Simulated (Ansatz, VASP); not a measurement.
# One calculation of NaH, two programs

File POSCAR:

```
NaH
1.0
   -0.0915000000      2.4400000000      2.4400000000
    2.4400000000     -0.0915000000      2.4400000000
    2.3485000000      2.3485000000      0.0000000000
Na H
1 1
Direct
    0.0000000000      0.0000000000      0.0000000000
    0.5000000000      0.5000000000      0.5000000000
```

The input INCAR.step1:

```
PREC = Accurate
ENCUT = 520
ISMEAR = 0
SIGMA = 0.05
LREAL = F
LASPH = T
NELM = 100
NBANDS = 11
GGA = PE
ALGO = Normal
EDIFF = 1E-4
LWAVE = T
LCHARG = F
```

Contents of INCAR.step2:

```
PREC = Accurate
ENCUT = 520
EDIFF = 1E-6
ISMEAR = 0
SIGMA = 0.05
LREAL = F
LASPH = T
NELM = 100
ALGO = Normal
ISIF = 2
LWAVE = F
LCHARG = T
METAGGA = R2SCAN
LMIXTAU = T
LELF = T
LVHAR = T
NBANDS = 11
ISTART = 1
```

KPOINTS

```
Automatic mesh
0
Gamma
  8 8 8
```

Input for Ansatz:

```yaml
crystal:
  lattice:
    - [-0.0915, 2.44, 2.44]
    - [2.44, -0.0915, 2.44]
    - [2.3485, 2.3485, 0.0]
  atoms:
    - { symbol: Na, position: [0.0, 0.0, 0.0] }
    - { symbol: H, position: [0.5, 0.5, 0.5] }
basis:
  ecutwfc: 500
kpoints:
  mp_grid: { grid: [8, 8, 8] }
hamiltonian:
  xc: r2scan
scf:
  occupations: { method: gaussian, width: 0.05 }
output:
  forces: true
  stress: true
  eigenvalues: true
```

Change from the starting cell: strain -0.0750 x Voigt [0, 0, 0, 0, 0, 1], atoms carried along.

Alike in both runs: task single point; functional r2SCAN; k mesh 8 × 8 × 8; occupations gaussian, width 0.05 eV; no spin polarisation.

```csv
,VASP,Ansatz
version,VASP 6.6.1,Ansatz 0.2.0
potentials or method,"VASP PAW PBE potentials, release 64 (Na_pv, H)","scalar-relativistic, plane waves, PAW"
plane-wave cutoff (eV),520,500
valence electrons in the cell,8,10
```

```tsv
	VASP	Ansatz	Ansatz less VASP
gap on the k mesh at the Fermi level (eV)	4.08	4.06	-0.013
least direct gap on the mesh (eV)	5.07	5.08	+0.005
pressure (GPa)	-1.4	-1.2	+0.29
largest component of the traceless stress (GPa)	1.73	1.74	+0.011
```

The functional is the same, so the differences come from potentials, cutoffs and numerics. The two sets of potentials don't hold the same shells in valence.

Caveats: the PAW data sets were made with another functional, which shifts forces and pressure a little (VASP). A k mesh can miss the band edges.
